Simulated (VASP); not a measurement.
# I: equation of state with r2SCAN

Crystal: I.

```
CELL_PARAMETERS angstrom
-2.08938 2.08938 2.08938
2.08938 -2.08938 2.08938
2.08938 2.08938 -2.08938
ATOMIC_POSITIONS crystal
I 0.00000 0.00000 0.00000
```

The real solid is made of molecules; this cell is a model form.

```
Program             : VASP 6.6.1
Task                : equation of state
Functional          : r2SCAN
Potentials or basis : VASP PAW PBE potentials, release 64 (I)
Cutoff              : 520 eV
k mesh              : 9 × 9 × 9
Occupations         : fermi-dirac, width 0.05 eV
Spin                : no spin polarisation
```

```
Equilibrium volume                      : 36.21 Å³/atom
Bulk modulus                            : 25 GPa
Pressure derivative of the bulk modulus : 5.3
```

Energy against volume, from the lowest point:
```csv
volume (Å³/atom),energy (meV/atom)
34.296,8.71
35.025,3.08
35.755,0.29
36.485,0.00
37.214,1.91
37.944,5.76
38.674,11.31
```

All runs of the series together: 5.7 min on 1 thread of Intel(R) Xeon(R) Platinum 8488C (Sapphire Rapids) (shared host).

Caveat: the PAW data sets were made with another functional, which shifts forces and pressure a little. The run has no spin-orbit coupling, so splittings on I are missing.
